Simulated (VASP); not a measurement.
The system is MnS.

```
Mn S
1.0
    -1.83000   -1.05655    5.94184
     1.83000   -1.05655    5.94184
     0.00000    2.11310    5.94184
Mn S
2 2
Direct
  0.00000 0.00000 0.00000
  0.50000 0.50000 0.50000
  0.25000 0.25000 0.25000
  0.75000 0.75000 0.75000
```

The cell is a database's computed one.

Base run:

- Program: VASP 6.6.1
- Functional: PBEsol
- Potentials or basis: VASP PAW PBE potentials, release 64 (Mn_pv, S)
- Cutoff: 520 eV
- k mesh: 9 × 9 × 9
- Occupations: fermi-dirac, width 0.05 eV
- Spin: collinear spin, antiferromagnetic start
- Starting moments: [4.0, -4.0, 0.0, 0.0] μB
- Hubbard terms: Mn d U = 8 eV

Its results: band gap on the k mesh 2.65 eV; pressure 5.0 GPa; net moment 0.00 μB per cell; site moments Mn +4.66, -4.66; S +0.00 μB.

**Question.** The run is repeated on the same cell with these changes: hubbard terms from Mn d U = 8 eV to Mn d U = 4 eV. What comes out?

**Answer.** Band gap on the k mesh 2.20 eV; pressure 1.0 GPa; net moment 0.00 μB per cell; site moments Mn +4.48, -4.48; S +0.00 μB.

Caveats: the PAW data sets were made with another functional, which shifts forces and pressure a little; an odd mesh through Γ misses points on the zone boundary, where band edges often lie.
